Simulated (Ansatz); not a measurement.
A generator proposed this cell of SiGe2.

```
Si Ge
1.0
     1.49764   -7.78198    0.00000
     1.49764    7.78198    0.00000
     0.00000    0.00000    4.61317
Si Ge
2 4
Direct
  0.05556 0.94444 0.75000
  0.94444 0.05556 0.25000
  0.38889 0.61111 0.75000
  0.72222 0.27778 0.75000
  0.61111 0.38889 0.25000
  0.27778 0.72222 0.25000
```

These are results of DFT PBE, scalar-relativistic, plane waves, PAW (Ansatz 0.2.0), not measurements. Cutoff 420 eV; k points 6×6×4 on the computed 6-atom cell (Γ-centred); Gaussian smearing, width 0.10 eV; no spin polarisation.

Formation energies are uncorrected and refer to the elements' standard structures at the same level.

Problem. Estimate its pressure, forces and energy as it stands.

Solution. The pressure is 0.0 GPa (the mean over three directions, positive in compression), the largest force is 0.55 eV/Å, and the energy is +0.46 eV/atom against the elements. The shortest distance is 2.88 Å.

Problem. Is it a good guess?

Solution. A fair one: relaxing gains about 0.16 eV/atom (the start's value is from the coarse mesh, so the gain is rough) in 19 ionic steps and ends at +0.30 eV/atom on the finer mesh. The symmetry goes from Cmcm (No. 63) to Cmmm (No. 65), and the primitive cell from 6 to 3 atoms. The volume per atom stays near 17.9 Å³. The shortest distance goes from 2.88 Å (Si–Ge, Ge–Ge and Si–Si) to 2.61 Å (Ge–Ge and Si–Si). Conventional cell: a = 2.812 Å, b = 14.646 Å, c = 2.614 Å. Around Si lie 2 Si at 2.61 Å, 4 Ge at 2.73 Å and 2 Si at 2.81 Å; Ge has 2 Ge at 2.61 Å, 2 Si at 2.73 Å, 2 Ge at 2.81 Å and 2 Ge at 2.99 Å.

The last run used a 14×14×8 mesh (in the run's order of axes) for its 6-atom cell and Gaussian smearing of 0.10 eV. The relaxation can't lower the symmetry of the start, and the grade says only how near the guess is to its own end. A structure relaxed within its symmetry needn't be a true minimum. Another cell of SiGe2 relaxed alike, in P-3m1, lies 286 meV/atom lower, so this cell isn't the stable form at this level.
